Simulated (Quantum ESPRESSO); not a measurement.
The system is Au.

```xyz
2
Lattice="2.9000 0.0000 0.0000 -1.4500 2.5115 0.0000 0.0000 0.0000 4.8800" Properties=species:S:1:pos:R:3 pbc="T T T"
Au    1.4500    0.8372    1.2200
Au    0.0000    1.6743    3.6600
```

This isn't the form of Au at room conditions, which is fcc.

```yaml
Program: Quantum ESPRESSO 7.5
Task: single point
Functional: PBE
Potentials_or_basis: SSSP 1.3 efficiency PBE
Cutoff: 816 eV
Density_cutoff: 3265 eV
k_mesh: 11 × 11 × 6
Occupations: fermi-dirac, width 0.05 eV
Spin: no spin polarisation
```

On this cell: pressure 1.0 GPa; largest force under 0.003 eV/Å; band gap on the k mesh none (metal or under the smearing width).

The same run follows on a disturbed copy (atoms moved at random, drawn with an rms of 0.05 Å):

```xyz
2
Lattice="2.9000 0.0000 0.0000 -1.4500 2.5115 0.0000 0.0000 0.0000 4.8800" Properties=species:S:1:pos:R:3 pbc="T T T"
Au    1.4853    0.8841    1.2259
Au   -0.0274    1.6658    3.6818
```

Problem. What does the disturbed cell give?

Solution. The energy (extrapolated to zero smearing) moves by +0.9 meV/atom; pressure 1.1 GPa; largest force 0.102 eV/Å; band gap on the k mesh none (metal or under the smearing width).

Forces in eV/Å, atoms in the order of the input:
```
Au  -0.029 -0.018  0.096
Au   0.029  0.018 -0.096
```

Stress tensor (GPa, compression positive):
```
 1.42  0.19 -0.07
 0.19  1.14 -0.05
-0.07 -0.05  0.68
```
